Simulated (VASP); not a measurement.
Output of a VASP run:

**OSZICAR**
```
       N       E                     dE             d eps       ncg     rms          rms(c)
DAV:   1     0.141575650381E+02    0.14158E+02   -0.26467E+03   464   0.692E+02
DAV:   2    -0.847489230066E+01   -0.22632E+02   -0.22196E+02   576   0.868E+01
DAV:   3    -0.898800316709E+01   -0.51311E+00   -0.51311E+00   648   0.163E+01
DAV:   4    -0.899089202920E+01   -0.28889E-02   -0.28889E-02   656   0.152E+00
DAV:   5    -0.899090270534E+01   -0.10676E-04   -0.10676E-04   600   0.838E-02    0.332E+00
DAV:   6    -0.890030414284E+01    0.90599E-01   -0.10835E-01   552   0.151E+00    0.203E+00
DAV:   7    -0.886739732693E+01    0.32907E-01   -0.10084E-01   544   0.159E+00    0.435E-01
DAV:   8    -0.886722189884E+01    0.17543E-03   -0.63301E-03   480   0.472E-01    0.103E-01
DAV:   9    -0.886735381717E+01   -0.13192E-03   -0.36830E-04   608   0.135E-01    0.249E-02
DAV:  10    -0.886736063501E+01   -0.68178E-05   -0.10244E-05   664   0.200E-02    0.147E-02
DAV:  11    -0.886737114523E+01   -0.10510E-04   -0.14217E-05   520   0.264E-02    0.332E-03
DAV:  12    -0.886737119225E+01   -0.47016E-07   -0.29328E-07   408   0.341E-03
   1 F= -.88673712E+01 E0= -.88673712E+01  d E =-.886737E+01
```

### OUTCAR
```
------------------------ aborting loop because EDIFF is reached ----------------------------------------
  FORCE on cell =-STRESS in cart. coord.  units (eV):
  Direction    XX          YY          ZZ          XY          YZ          ZX
  --------------------------------------------------------------------------------------
  Total        0.0052271      0.0052271      0.0052271      0.0000000      0.0000000      0.0000000
  in kB        0.1427398      0.1427398      0.1427398      0.0000000      0.0000000      0.0000000
  external PRESSURE =       0.1427398 kB  Pullay stress =       0.0000000 kB
  volume of cell :       58.67
      direct lattice vectors                 reciprocal lattice vectors
     0.000000000  3.084122313  3.084122313    -0.162120678  0.162120678  0.162120678
     3.084122313  0.000000000  3.084122313     0.162120678 -0.162120678  0.162120678
     3.084122313  3.084122313  0.000000000     0.162120678  0.162120678 -0.162120678
 POSITION                                       TOTAL-FORCE (eV/Angst)
 -----------------------------------------------------------------------------------
      0.00000      0.00000      0.00000         0.000000      0.000000      0.000000
      1.54206      1.54206      1.54206        -0.000000     -0.000000     -0.000000
 -----------------------------------------------------------------------------------
    total drift:                               -0.000000     -0.000000     -0.000000
  FREE ENERGIE OF THE ION-ELECTRON SYSTEM (eV)
  ---------------------------------------------------
  free  energy   TOTEN  =        -8.8673711922 eV

  energy  without entropy=       -8.8673711922  energy(sigma->0) =       -8.86737119

 reached required accuracy - stopping structural energy minimisation
```
(Selected blocks of OUTCAR.)

File POSCAR:
```
AlSb
1
    0.0000000000     3.0841223129     3.0841223129
    3.0841223129     0.0000000000     3.0841223129
    3.0841223129     3.0841223129     0.0000000000
Al Sb
1 1
Direct
  0.0000000000   0.0000000000   0.0000000000
  0.2500000000   0.2500000000   0.2500000000
```

**Question.** Write an INCAR and KPOINTS that could have produced this output.

**Answer.** One answer among several that fit: the input of the run itself, PBEsol GGA, plane waves, VASP's PBE PAW potentials (set 64).

**INCAR**
```
! general
SYSTEM =AlSb
PREC   =Accurate
ENCUT  =500
LREAL  =.FALSE.
LASPH  =.TRUE.

! electronic loop
EDIFF  =1E-6
NELM   =100
ALGO   =Normal
LMAXMIX=4

! smearing
ISMEAR =0
SIGMA  =0.05

! functional
GGA    =PS

! ions
IBRION =2
NSW    =40
ISIF   =3
EDIFFG =-0.02

! output
LWAVE  =.FALSE.
LCHARG =.FALSE.
```

### KPOINTS
```
Regular mesh
0
Gamma
  8 8 8
```

POTCAR, in this order: Al Sb (PBE.64 set). Program: vasp_std.

The structure was generated: AlSb was put into the zinc blende type (F-43m), which need not be its known phase. It was relaxed first, which changed the volume by +8 %.
